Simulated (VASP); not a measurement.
Pd: relaxation of cell and atoms with PBE+D3(BJ)

Crystal: Pd.

```
Pd
1.0
    -1.54319    1.54319    1.54319
     1.54319   -1.54319    1.54319
     1.54319    1.54319   -1.54319
Pd
1
Direct
  0.00000 0.00000 0.00000
```

This isn't the form of Pd at room conditions, which is fcc.

| Item | Value |
| --- | --- |
| Program | VASP 6.6.1 |
| Task | relaxation of cell and atoms |
| Functional | PBE |
| Dispersion | D3(BJ) |
| Potentials or basis | VASP PAW PBE potentials, release 64 (Pd) |
| Cutoff | 600 eV |
| k mesh | 18 × 18 × 18 |
| Occupations | gaussian, width 0.1 eV |
| Spin | no spin polarisation |
| Further INCAR settings | ALGO = Fast; EDIFF = 1e-07; IBRION = 2; EDIFFG = -0.005; NSW = 90; ISIF = 3 |

* Relaxed volume: 14.79 Å³/atom
* Relaxed cell: a = 2.678 Å, b = 2.678 Å, c = 2.678 Å, α = 109.47°, β = 109.47°, γ = 109.47°
* Space group after relaxing (to 0.05 Å): Im-3m (No. 229)
* Energy gained by relaxing: 0.3 meV/atom
* Ionic steps: 3
* Pressure after relaxing: 0.0 GPa
* Band gap on the k mesh: none (metal or under the smearing width)
* Dispersion energy per atom: -0.665 eV

The path:
| step | energy change (eV) | largest force (eV/Å) | pressure (GPa) | volume (Å³) |
| --- | --- | --- | --- | --- |
| 1 | 0.0000 | 0.0000 | 1.18 | 14.70 |
| 2 | 0.0005 | 0.0000 | -1.74 | 14.93 |
| 3 | -0.0003 | 0.0000 | 0.01 | 14.79 |

Final structure:
```
CELL_PARAMETERS angstrom
-1.54627 1.54627 1.54627
1.54627 -1.54627 1.54627
1.54627 1.54627 -1.54627
ATOMIC_POSITIONS crystal
Pd 0.00000 0.00000 0.00000
```

Levels at points of the mesh, in eV from the Fermi level:
| k point | band 2 | band 3 | band 4 | band 5 | band 6 | band 7 | band 8 | band 9 |
| --- | --- | --- | --- | --- | --- | --- | --- | --- |
| (0.00, 0.00, 0.00) | -2.95 | -2.95 | -2.95 | -0.96 | -0.96 | 19.39 | 19.39 | 19.39 |
| (0.50, 0.00, 0.00) | -4.15 | -1.03 | -0.72 | 0.61 | 1.41 | 7.95 | 15.15 | 17.88 |
| (0.50, 0.50, 0.50) | -5.24 | 0.22 | 0.22 | 0.22 | 9.25 | 9.25 | 9.25 | 17.71 |

Wall time 58 s on 1 thread of Intel(R) Xeon(R) Platinum 8488C (Sapphire Rapids), with other jobs on the host, peak memory 0.19 GiB.

Caveat: pairwise dispersion overbinds metals, which lowers pressure and volume.
